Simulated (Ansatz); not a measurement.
# Ag under changes of volume

One of the cells (17.806 Å³/atom); the others are scaled copies at fixed shape and fractional positions:

```
Ag
1.0
     2.93000    0.00000    0.00000
    -1.46500    2.53745    0.00000
     0.00000    0.00000    4.79000
Ag
2
Direct
  0.66667 0.33333 0.75000
  0.33333 0.66667 0.25000
```

This isn't the form of Ag at room conditions, which is fcc.

- Program: Ansatz 0.2.0
- Functional: PBEsol
- Potentials or basis: Ansatz PAW
- Cutoff: 420 eV (not typed: the program's choice for these potentials)
- k mesh: 10 × 10 × 6
- Occupations: fermi-dirac, width 0.05 eV
- Spin: no spin polarisation

```tsv
volume (Å³/atom)	energy over the lowest point (meV/atom)	pressure (GPa)
16.738	0.00	-0.1
17.094	2.73	-2.4
17.450	10.24	-4.4
17.806	21.92	-6.1
18.162	?	?
18.518	55.57	-8.9
18.875	76.65	-10.0
```

Question: What does the run at 18.162 Å³/atom give?

Answer: Energy over the lowest point 37.19 meV/atom; pressure -7.6 GPa.

Worked out: A Birch-Murnaghan fit of order 3 (a polynomial in V^(-2/3)) to the other rows has its minimum at 16.73 Å³/atom, just outside them, with B0 = V·E''(V) = 117 GPa and B' = 5.7 at fixed shape and positions, which overstates the stiffness. It gives 37.20 meV/atom at 18.162 Å³/atom, against the run's 37.19, and -dE/dV = -7.6 GPa, against -7.6.

Energies are extrapolated to zero smearing.

Caveats: the PAW data sets come from PBE, with cores solved anew for the run's functional, which leaves a small shift of forces and pressure.
